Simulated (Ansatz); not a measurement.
**Molecular dynamics of Re₁₂H**

input.yaml

```yaml
accuracy: low
crystal:
  lattice:
    - [5.52, 0.0, 0.0]
    - [-4.14, 7.17069, 0.0]
    - [0.0, 0.0, 4.4574]
  atoms:
    - { symbol: Re, position: [0.01067301, -5.092e-05, 0.00674471] }
    - { symbol: Re, position: [0.1555749, 0.21415742, 0.49864896] }
    - { symbol: Re, position: [-0.02519572, 0.32097224, -0.00691695] }
    - { symbol: Re, position: [0.18978121, 0.59082239, 0.53341186] }
    - { symbol: Re, position: [0.01812767, 0.67258383, 0.00657398] }
    - { symbol: Re, position: [0.17476632, 0.89105606, 0.52048933] }
    - { symbol: Re, position: [0.49121307, -0.00564485, -0.01932878] }
    - { symbol: Re, position: [0.64802076, 0.21757312, 0.48933057] }
    - { symbol: Re, position: [0.50728054, 0.32448237, -0.02962628] }
    - { symbol: Re, position: [0.68688913, 0.56166587, 0.49178286] }
    - { symbol: Re, position: [0.48152769, 0.66652163, -0.01556353] }
    - { symbol: Re, position: [0.66941338, 0.88822322, 0.52127894] }
    - { symbol: H, position: [0.62034581, 0.53796856, 0.8704005] }
basis:
  ecutwfc: 420.0
kpoints:
  mp_grid: { grid: [2, 2, 2] }
hamiltonian:
  xc: pbe
scf:
  occupations: { method: fermi_dirac, width: 0.05 }
  lower_state_search: "off"
md:
  timestep: 0.5
  n_steps: 300
  ensemble: nvt_langevin
  temperature: 1680.0
  initial_velocities: maxwell_boltzmann
  seed: 800006
  friction: 0.005
```

Launched with:

```bash
$ ansatz run input.yaml --threads 2 --pin off --max-ram 5120MiB --backend cpu --events-out ev --progress --plain --runs-dir out
```

It goes on from the last frame of an earlier run, with new velocities.

Output, in part (step lines):

```
md step     0: t =     0.00 fs  T =  1550.8 K  F+E_penalty+E_count = -130429.52085408 eV  E_kin = 2.605882 eV  (7 SCF iters)
md step     1: t =     0.50 fs  T =  1564.0 K  F+E_penalty+E_count = -130429.49982243 eV  E_kin = 2.628167 eV  (6 SCF iters)
md step     2: t =     1.00 fs  T =  1508.9 K  F+E_penalty+E_count = -130429.46011602 eV  E_kin = 2.535491 eV  (6 SCF iters)
md step     3: t =     1.50 fs  T =  1471.6 K  F+E_penalty+E_count = -130429.40068541 eV  E_kin = 2.472915 eV  (6 SCF iters)
md step     4: t =     2.00 fs  T =  1447.2 K  F+E_penalty+E_count = -130429.32370298 eV  E_kin = 2.431908 eV  (6 SCF iters)
md step     5: t =     2.50 fs  T =  1415.1 K  F+E_penalty+E_count = -130429.22865474 eV  E_kin = 2.377853 eV  (4 SCF iters)
md step     6: t =     3.00 fs  T =  1337.4 K  F+E_penalty+E_count = -130429.12894188 eV  E_kin = 2.247414 eV  (4 SCF iters)
md step     7: t =     3.50 fs  T =  1321.8 K  F+E_penalty+E_count = -130429.05082369 eV  E_kin = 2.221140 eV  (5 SCF iters)
[... lines left out ...]
md step   298: t =   149.00 fs  T =  1693.9 K  F+E_penalty+E_count = -130428.92241653 eV  E_kin = 2.846379 eV  (3 SCF iters)
md step   299: t =   149.50 fs  T =  1677.8 K  F+E_penalty+E_count = -130428.96017551 eV  E_kin = 2.819307 eV  (4 SCF iters)
md step   300: t =   150.00 fs  T =  1662.8 K  F+E_penalty+E_count = -130428.99226327 eV  E_kin = 2.794056 eV  (6 SCF iters)
```

The steps, from the saved trajectory:

| time (fs) | T (K) | potential energy less start (eV) |
| --- | --- | --- |
| 0.0 | 1551 | 0.000 |
| 5.0 | 1335 | 0.475 |
| 10.0 | 1443 | 0.417 |
| 15.0 | 1501 | 0.386 |
| 20.0 | 1297 | 0.744 |
| 25.0 | 1137 | 0.804 |
| 30.0 | 1180 | 0.760 |
| 35.0 | 1013 | 0.921 |
| 40.0 | 1012 | 0.782 |
| 45.0 | 1170 | 0.580 |
| 50.0 | 1152 | 0.506 |
| 55.0 | 1228 | 0.425 |
| 60.0 | 1368 | 0.109 |
| 65.0 | 1363 | 0.141 |
| 70.0 | 1543 | -0.028 |
| 75.0 | 1376 | 0.116 |
| 80.0 | 1485 | -0.083 |
| 85.0 | 1352 | 0.041 |
| 90.0 | 1092 | 0.360 |
| 95.0 | 1147 | 0.432 |
| 100.0 | 972 | 0.704 |
| 105.0 | 1107 | 0.731 |
| 110.0 | 1142 | 0.700 |
| 115.0 | 1382 | 0.490 |
| 120.0 | 1320 | 0.646 |
| 125.0 | 1292 | 0.678 |
| 130.0 | 1434 | 0.456 |
| 135.0 | 1492 | 0.565 |
| 140.0 | 1433 | 0.520 |
| 145.0 | 1531 | 0.846 |
| 150.0 | 1663 | 0.529 |

The run went to its last step. The mean temperature of the second half is 22 % below the set value. A run of 0.15 ps of so small a system gives no equilibrium averages. Limits of this set-up: coarse k mesh, odd electron count without spin, low accuracy level.

Mean squared displacements from the first frame to the last, about the centre of mass: Re 0.08 Å², H 2.63 Å².

Last frame:

```xyz
13
Lattice="5.5200 0.0000 0.0000 -4.1400 7.1707 0.0000 0.0000 0.0000 4.4574" Properties=species:S:1:pos:R:3
Re -0.033 -0.119 -0.072
Re 0.148 1.777 2.234
Re -1.443 2.406 0.055
Re -1.375 4.152 1.987
Re -2.845 4.846 -0.133
Re -2.861 6.571 2.214
Re 2.702 -0.175 0.227
Re 2.774 1.815 2.241
Re 1.408 1.974 0.068
Re 1.405 4.011 1.858
Re -0.061 4.657 -0.211
Re -0.024 6.458 2.381
H 2.550 3.042 3.547
```

The run took 7.8 min on 2 threads of AMD EPYC 9R14 (Zen 4), with other jobs on the host, peak memory 0.71 GiB.
